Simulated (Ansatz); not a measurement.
## HfS₂, space group P-3m1: cell relaxations under several functionals, step by step

Computed with Ansatz 0.2.0 through its Python package.

Interactive session:
```pycon
>>> import ansatz as az
>>> import numpy as np
>>> config = {
...     "ecut": 450,
...     "mesh": (6, 6, 4),
...     "smearing": "fixed",
...     "fmax": 0.01,
... }
>>> def edges_and_angles(cell):
...     cell = np.asarray(cell)
...     a, b, c = np.linalg.norm(cell, axis=1)
...     cosines = cell[1] @ cell[2] / (b * c), cell[0] @ cell[2] / (a * c), cell[0] @ cell[1] / (a * b)
...     return (a, b, c, *np.degrees(np.arccos(cosines)))
...
>>> lattice = az.Lattice.of(
...     [3.63966418, 0.0, 0.0],
...     [-1.81983209, 3.15204164, 0.0],
...     [0.0, 0.0, 6.05556247],
... )
>>> sites = [
...     ("Hf", [0.0, 0.0, 0.0]),
...     ("S", [2 / 3, 1 / 3, 0.76395205]),
...     ("S", [1 / 3, 2 / 3, 0.23604795]),
... ]
>>> cell = az.Crystal(lattice=lattice)
>>> for symbol, position in sites:
...     cell = cell.atom(symbol, position)
...
>>> [site.symbol for site in cell.resolved().sites]
['Hf', 'S', 'S']
>>> calculation = (
...     cell.calculation()
...     .basis(config["ecut"])
...     .kpoints(*config["mesh"])
...     .occupations(config["smearing"])
...     .relax(cell=True, force_tolerance=config["fmax"])
... )
>>> levels = [("lda", "none"), ("pbe", "d4"), ("pbe", "d3bj")]
>>> print("level            a       b       c    alpha   beta  gamma  V/atom  steps")
level            a       b       c    alpha   beta  gamma  V/atom  steps
>>> for name, dispersion in levels:
...     seen = []
...     run = calculation.functional(name, dispersion=dispersion).session().plan()
...     outcome = run.execute(on_event=lambda e: seen.append(e) if e["event"] == "relax_step" else None)
...     cell = outcome.lattice.cell_ang
...     label = name if dispersion == "none" else f"{name}+{dispersion}"
...     print("{:13s} {:7.4f} {:7.4f} {:7.4f} {:6.2f} {:6.2f} {:6.2f}".format(label, *edges_and_angles(cell)), f"{abs(np.linalg.det(cell)) / len(outcome.lattice.sites):7.3f} {len(seen):5d}")
...
lda            3.5621  3.5621  5.6784  90.00  90.00 120.00  20.800     7
pbe+d4         3.6203  3.6203  5.8591  90.00  90.00 120.00  22.168     7
pbe+d3bj       3.6102  3.6102  5.7655  90.00  90.00 120.00  21.692     7
```

From smallest to largest: LDA (20.80 Å³ an atom, -10.2 % against the start), PBE+D3BJ (21.69 Å³ an atom, -6.3 % against the start) and PBE+D4 (22.17 Å³ an atom, -4.3 % against the start). The spread is 6.6 % in volume.

Caveats:
- The run is spin-unpolarised.
- Spin-orbit coupling, which matters for elements this heavy, is left out.
- This cell is a computed structure, which may not be the phase found in nature.
- Finished in 43 s on 1 thread of Arm Neoverse V2 (shared host), peak memory 0.46 GiB.
